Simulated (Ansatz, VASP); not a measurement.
## Two plane-wave programs on Mg

```
CELL_PARAMETERS angstrom
3.20930 0.00000 0.00000
-1.60465 2.77934 0.00000
0.00000 0.00000 5.21030
ATOMIC_POSITIONS crystal
Mg 0.66667 0.33333 0.75000
Mg 0.33333 0.66667 0.25000
```

Alike in both runs: functional BLYP; k mesh 6 × 6 × 3; occupations fermi-dirac, width 0.05 eV; no spin polarisation.

|  | VASP | Ansatz |
| --- | --- | --- |
| version | VASP 6.6.1 | Ansatz 0.2.0 |
| potentials or method | VASP PAW PBE potentials, release 64 (Mg) | Ansatz PAW |
| plane-wave cutoff (eV) | 520 | 420 |
| valence electrons in the cell | 4 | 20 |
| task | single point | band structure |

VASP gave:

```
gap on the k mesh at the Fermi level (eV)       : none
pressure (GPa)                                  : 0.3
largest component of the traceless stress (GPa) : 0.45
```

Question: Estimate Ansatz's values.

Answer: gap on the k mesh at the Fermi level (eV): none; pressure (GPa): 0.4; largest component of the traceless stress (GPa): 0.46.

A gap of «none» marks a metal or a gap that the smearing closes. The two sets of potentials don't hold the same shells in valence.

Caveats: the k mesh is coarse (spacing up to 0.40 Å⁻¹), so the values aren't converged; the PAW data sets were made with another functional, which shifts forces and pressure a little (VASP); the PAW data sets come from PBE, with cores solved anew for the run's functional, which leaves a small shift of forces and pressure (Ansatz).
